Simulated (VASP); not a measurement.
In:

```
In
1.0
    -1.62547    1.62547    2.47370
     1.62547   -1.62547    2.47370
     1.62547    1.62547   -2.47370
In
1
Direct
  0.00000 0.00000 0.00000
```

```yaml
Program: VASP 6.6.1
Task: single point
Functional: PBEsol
Potentials_or_basis: VASP PAW PBE potentials, release 64 (In_d)
Cutoff: 520 eV
k_mesh: 11 × 11 × 11
Occupations: fermi-dirac, width 0.05 eV
Spin: no spin polarisation
```

On this cell: pressure -1.0 GPa; band gap on the k mesh none (metal or under the smearing width).

The same run follows on a disturbed copy (cell strained at random at fixed volume):

```
In
1.0
    -1.64299    1.57678    2.43209
     1.65802   -1.63180    2.47812
     1.65199    1.64080   -2.46824
In
1
Direct
  0.99147 0.00315 0.99997
```

What changes?

The energy (extrapolated to zero smearing) moves by +1.5 meV/atom; pressure -1.0 GPa; band gap on the k mesh none (metal or under the smearing width).

Stress tensor (GPa, compression positive):
```
-1.20 -0.01 -0.02
-0.01 -0.22  0.24
-0.02  0.24 -1.44
```

Caveats: the PAW data sets were made with another functional, which shifts forces and pressure a little.
